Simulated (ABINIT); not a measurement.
# MgS (Niningerite) (Fm-3m) in ABINIT: further runs, part 2 of 2

ABINIT 10.8.3 (patched build). The steps go on from the part before.

## (4) Band structure, TB-mBJ

Input file run.abi:

```
# Datasets: ground state, then fixed potential
ndtset 2

# Pseudopotentials
pp_dirpath "./"
pseudos "S.LDA_PW-JTH.xml, Mg.LDA_PW-JTH.xml"

# Structure
acell 3*1.0 Angstrom
rprim
     0.0000000000     2.6016500000     2.6016500000
     2.6016500000     0.0000000000     2.6016500000
     2.6016500000     2.6016500000     0.0000000000
ntypat 2
znucl 16 12
natom 2
typat 1 2
xcart
     2.6016500000     2.6016500000     2.6016500000
     0.0000000000     0.0000000000     0.0000000000 Angstrom

# Plane-wave basis
ecut 24.0
pawecutdg 46.0

# Exchange and correlation
ixc -208012
usekden 1
pawxcdev 0

# Bands and occupations
occopt 3
tsmear 0.05 eV

# SCF cycle
nstep 100
diemix 0.3
optforces 0
optstress 0

# Output
iomode 3
prtwf 0
prteig 0
prtebands 0
enunit 1
prtden1 1
prtkden1 1
prtvha1 1
prtvclmb1 1
prtpot1 1

# Dataset 1
kptopt1 1
ngkpt1 9 9 9
nshiftk1 1
shiftk1 0.0 0.0 0.0
nband1 12
tolvrs1 1.0e-7

# Dataset 2: bands along G-X-W-K-G-L-U-W-L-K
iscf2 -2
getden2 1
getkden2 1
nband2 18
nbdbuf2 4
tolwfr2 1.0e-11
kptopt2 -9
ndivsm2 5
prteig2 1
prtvol2 -3
kptbounds2
     0.0000000000     0.0000000000     0.0000000000
     0.5000000000     0.0000000000     0.5000000000
     0.5000000000     0.2500000000     0.7500000000
     0.3750000000     0.3750000000     0.7500000000
     0.0000000000     0.0000000000     0.0000000000
     0.5000000000     0.5000000000     0.5000000000
     0.6250000000     0.2500000000     0.6250000000
     0.5000000000     0.2500000000     0.7500000000
     0.5000000000     0.5000000000     0.5000000000
     0.3750000000     0.3750000000     0.7500000000
```

Potentials or basis: JTH PAW LDA v2.0.

Started as:

```bash
abinit run.abi > log 2>&1
```

run.abo:

```text
.Version 10.8.3 of ABINIT
 DATASET    1 : space group Fm -3 m (#225); Bravais cF (face-center cubic)
================================================================================
 Values of the parameters that define the memory need for DATASET  1.
     intxc =       0    ionmov =       0      iscf =       7    lmnmax =       8
     lnmax =       4     mgfft =      32  mpssoang =       2    mqgrid =    3001
     natom =       2  nloc_mem =       2    nspden =       1   nspinor =       1
    nsppol =       1      nsym =      48    n1xccc =       1    ntypat =       2
    occopt =       3   xclevel =       2
       mpw =        1351          nfft =       32768          nkpt =          35
 PAW method is used; the additional fine FFT grid is defined by:
   mgfftf=        45    nfftf =     91125
================================================================================
================================================================================

 DATASET    2 : space group Fm -3 m (#225); Bravais cF (face-center cubic)
================================================================================
 Values of the parameters that define the memory need for DATASET  2.
     intxc =       0    ionmov =       0      iscf =      -2    lmnmax =       8
     lnmax =       4     mgfft =      32  mpssoang =       2    mqgrid =    3001
     natom =       2  nloc_mem =       2    nspden =       1   nspinor =       1
    nsppol =       1      nsym =      48    n1xccc =       1    ntypat =       2
    occopt =       3   xclevel =       2
       mpw =        1363          nfft =       32768          nkpt =          87
 PAW method is used; the additional fine FFT grid is defined by:
   mgfftf=        45    nfftf =     91125
================================================================================
================================================================================

--------------------------------------------------------------------------------
------------- Echo of variables that govern the present computation ------------
--------------------------------------------------------------------------------
 -outvars: echo values of preprocessed input variables --------
            acell      1.8897261259E+00  1.8897261259E+00  1.8897261259E+00 Bohr
              amu      3.20660000E+01  2.43050000E+01
           diemix      3.00000000E-01
             ecut      2.40000000E+01 Hartree
[... 963 lines left out ...]
              =  1.000000000000  1.000000000000  1.000000000000 angstroms
 Eigenvalues (   eV  ) for nkpt=  87  k points:
 kpt#   1, nband= 18, wtk=  1.00000, kpt=  0.0000  0.0000  0.0000 (reduced coord)
 -72.30554  -37.19645  -37.19645  -37.19645   -7.44250    5.12652    5.12652    5.12652
  10.31498   13.62623   13.62623   13.62623   15.77234   15.77234   18.90606   20.04752
  20.04752   20.04752
 kpt#   2, nband= 18, wtk=  1.00000, kpt=  0.0357  0.0000  0.0357 (reduced coord)
 -72.30553  -37.19651  -37.19647  -37.19647   -7.42659    5.04397    5.10016    5.10016
  10.41452   13.53961   13.68243   13.68243   15.60902   15.79311   19.04663   20.08934
  20.08934   20.20645
 kpt#   3, nband= 18, wtk=  1.00000, kpt=  0.0714  0.0000  0.0714 (reduced coord)
 -72.30552  -37.19669  -37.19655  -37.19655   -7.37889    4.81568    5.02415    5.02415
  10.69013   13.30509   13.84779   13.84779   15.18988   15.85515   19.44303   20.21504
  20.21504   20.61954
 kpt#   4, nband= 18, wtk=  1.00000, kpt=  0.1071  0.0000  0.1071 (reduced coord)
 -72.30550  -37.19699  -37.19666  -37.19666   -7.30128    4.48500    4.90633    4.90633
  11.08059   12.97661   14.11237   14.11237   14.65147   15.95747   20.04087   20.42515
  20.42515   21.17534
 kpt#   5, nband= 18, wtk=  1.00000, kpt=  0.1429  0.0000  0.1429 (reduced coord)
[... 317 lines left out ...]
  10.75979   13.20637   14.37152   15.13542   18.47092   18.73389   21.65847   23.19420
  24.02056   25.64215
 kpt#  85, nband= 18, wtk=  1.00000, kpt=  0.4028  0.4028  0.6944 (reduced coord)
 -72.30527  -37.20048  -37.19926  -37.19777   -5.95373    1.57179    2.47718    4.02767
  10.49353   13.23784   14.80881   15.21151   18.45842   18.52144   22.45075   23.83119
  24.19050   25.27461
 kpt#  86, nband= 18, wtk=  1.00000, kpt=  0.3889  0.3889  0.7222 (reduced coord)
 -72.30526  -37.20028  -37.19954  -37.19789   -5.91261    1.74359    2.24333    3.93963
  10.26733   12.95243   15.21109   15.59657   18.39587   18.56486   23.07929   24.07552
  24.29050   25.01696
 kpt#  87, nband= 18, wtk=  1.00000, kpt=  0.3750  0.3750  0.7500 (reduced coord)
 -72.30525  -37.20033  -37.19951  -37.19799   -5.89016    1.73668    2.27012    3.86793
  10.09136   12.56049   15.54059   15.98807   18.45102   18.81064   23.16487   23.66592
  24.35242   25.32520

== END DATASET(S) ==============================================================
================================================================================

 -outvars: echo values of variables after computation  --------
            acell      1.8897261259E+00  1.8897261259E+00  1.8897261259E+00 Bohr
           etotal1    -6.2696447975E+01
            fcart1     9.9999999999E+99  9.9999999999E+99  9.9999999999E+99
                       9.9999999999E+99  9.9999999999E+99  9.9999999999E+99
            rprim      0.0000000000E+00  2.6016500000E+00  2.6016500000E+00
                       2.6016500000E+00  0.0000000000E+00  2.6016500000E+00
                       2.6016500000E+00  2.6016500000E+00  0.0000000000E+00
           strten1     9.9999999999E+99  9.9999999999E+99  9.9999999999E+99
                       9.9999999999E+99  9.9999999999E+99  9.9999999999E+99
           xangst      2.6016500000E+00  2.6016500000E+00  2.6016500000E+00
                       0.0000000000E+00  0.0000000000E+00  0.0000000000E+00
             xred      5.0000000000E-01  5.0000000000E-01  5.0000000000E-01
                       0.0000000000E+00  0.0000000000E+00  0.0000000000E+00
 Calculation completed.
```

Run time: 3.1 min. Hardware: 1 thread of Intel Xeon 6975P-C (Granite Rapids), shared host; peak memory 0.15 GiB.

What came out:

| Property | Result |
| --- | --- |
| Band gap on the k mesh | 4.09 eV, indirect (least direct gap 5.19 eV) |
| Band gap along the path | 3.97 eV, indirect (least direct gap 5.19 eV) |
| Valence electrons inside the program's atomic spheres | S 3.69; Mg 8.15 |

Levels at the corners of the path, in eV from the valence-band top:
| point | band 5 | band 6 | band 7 | band 8 | band 9 | band 10 | band 11 | band 12 |
| --- | --- | --- | --- | --- | --- | --- | --- | --- |
| Γ | -12.57 | 0.00 | 0.00 | 0.00 | 5.19 | 8.50 | 8.50 | 8.50 |
| X | -11.01 | -3.87 | -1.56 | -1.56 | 3.97 | 5.21 | 12.96 | 13.32 |
| W | -10.98 | -2.95 | -2.95 | -2.06 | 6.20 | 8.62 | 8.62 | 9.01 |
| K | -11.02 | -3.39 | -2.86 | -1.26 | 4.96 | 7.43 | 10.41 | 10.86 |
| Γ | -12.57 | 0.00 | 0.00 | 0.00 | 5.19 | 8.50 | 8.50 | 8.50 |
| L | -11.36 | -4.40 | -0.56 | -0.56 | 5.54 | 7.62 | 7.62 | 11.75 |
| U | -11.02 | -3.39 | -2.86 | -1.26 | 4.96 | 7.43 | 10.41 | 10.86 |
| W | -10.98 | -2.95 | -2.95 | -2.06 | 6.20 | 8.62 | 8.62 | 9.01 |
| L | -11.36 | -4.40 | -0.56 | -0.56 | 5.54 | 7.62 | 7.62 | 11.75 |
| K | -11.02 | -3.39 | -2.86 | -1.26 | 4.96 | 7.43 | 10.41 | 10.86 |

Caveat: the constant c of TB-mBJ comes from the pseudo density here, which moves gaps by up to 0.3 eV between sets of potentials; the PAW data sets were made with another functional, which shifts forces and pressure a little; the mesh misses the band edges, which the band path finds closer together.

## (5) Equation of state, LDA

Input file run.abi:

```
# Datasets: one volume each
ndtset 7
getwfk -1
scalecart1 3*0.9795861087
scalecart2 3*0.9864848297
scalecart3 3*0.9932883884
scalecart4 3*1.0000000000
scalecart5 3*1.0066227096
scalecart6 3*1.0131594038
scalecart7 3*1.0196128224

# Pseudopotentials
pp_dirpath "./"
pseudos "S.LDA_PW-JTH.xml, Mg.LDA_PW-JTH.xml"

# Structure
acell 3*1.0 Angstrom
rprim
     0.0000000000     2.6016500000     2.6016500000
     2.6016500000     0.0000000000     2.6016500000
     2.6016500000     2.6016500000     0.0000000000
ntypat 2
znucl 16 12
natom 2
typat 1 2
xred
     0.5000000000     0.5000000000     0.5000000000
     0.0000000000     0.0000000000     0.0000000000

# Plane-wave basis
ecut 20.0
pawecutdg 40.0

# k points
kptopt 1
ngkpt 9 9 9
nshiftk 1
shiftk 0.0 0.0 0.0

# Exchange and correlation
ixc 7

# Bands and occupations
nband 12
occopt 3
tsmear 0.05 eV

# SCF cycle
nstep 100
tolvrs 1.0e-9

# Output
iomode 3
prtwf 1
prtden 0
prteig 0
prtebands 0
enunit 1
```

Started as:

```bash
abinit run.abi > log 2>&1
```

It took 39 s on 1 thread of Intel Xeon 6975P-C (Granite Rapids), shared host; peak memory 0.11 GiB.

The run converged. Its results:

```
Equilibrium volume                      : 16.90 Å³/atom
Bulk modulus                            : 83 GPa
Pressure derivative of the bulk modulus : 3.9
```

Energy against volume, from the lowest point:
```tsv
volume (Å³/atom)	energy (meV/atom)
16.553	1.90
16.905	0.00
17.257	1.85
17.609	7.13
17.962	15.48
18.314	26.67
18.666	40.30
```

Caveat: pressures at fixed basis lie under the slope of the energies.

## (6) Equation of state, PBEsol

Edit run.abi of step 5 so:

```diff
@@ -13,3 +13,3 @@
 pp_dirpath "./"
-pseudos "S.LDA_PW-JTH.xml, Mg.LDA_PW-JTH.xml"
+pseudos "S.GGA_PBE-JTH.xml, Mg.GGA_PBE-JTH.xml"
 
@@ -32,2 +32,3 @@
 pawecutdg 40.0
+pawxcdev 0
 
@@ -40,3 +41,3 @@
 # Exchange and correlation
-ixc 7
+ixc -116133
```

Potentials or basis: JTH PAW PBE v2.0.

Started as:

```bash
abinit run.abi > log 2>&1
```

Wall time 56 s (1 thread of Intel Xeon 6975P-C (Granite Rapids), shared host); peak memory 0.13 GiB.

Results (log left out):

```yaml
Equilibrium_volume: 17.42 Å³/atom
Bulk_modulus: 78 GPa
Pressure_derivative_of_the_bulk_modulus: 3.9
```

Energy against volume, from the lowest point:
```csv
volume (Å³/atom),energy (meV/atom)
16.553,10.92
16.905,3.47
17.257,0.00
17.609,0.16
17.962,3.58
18.314,10.03
18.666,19.11
```

Caveat: pressures at fixed basis lie under the slope of the energies; the PAW data sets were made with another functional, which shifts forces and pressure a little.

## (7) Summary

```csv
task,level,potentials or basis,cutoff (eV),fine-grid cutoff,gap on the mesh (eV),pressure (GPa),V0 of scaled cells (Å³/atom),B0 (GPa)
band structure,PBEsol,JTH PAW PBE v2.0,544,1088.46 eV,2.83,-1.0,-,-
band structure,r2SCAN,JTH PAW PBE v2.0,653,1251.72 eV,3.61,0.1,-,-
band structure,TB-mBJ,JTH PAW LDA v2.0,653,1251.72 eV,4.09,-,-,-
equation of state,LDA,JTH PAW LDA v2.0,544,1088.46 eV,-,-,16.90,83
equation of state,PBEsol,JTH PAW PBE v2.0,544,1088.46 eV,-,-,17.42,78
```

Alike in all rows: no spin polarisation; cell as given; k mesh 9 × 9 × 9; smearing fermi-dirac 0.05 eV.

Caveats: the PAW data sets were made with another functional, which shifts forces and pressure a little (some runs); the mesh misses the band edges, which the band path finds closer together (some runs); pressures at fixed basis lie under the slope of the energies (some runs); the constant c of TB-mBJ comes from the pseudo density here, which moves gaps by up to 0.3 eV between sets of potentials (some runs).

Absolute energies hang on the potentials; compare differences alone.
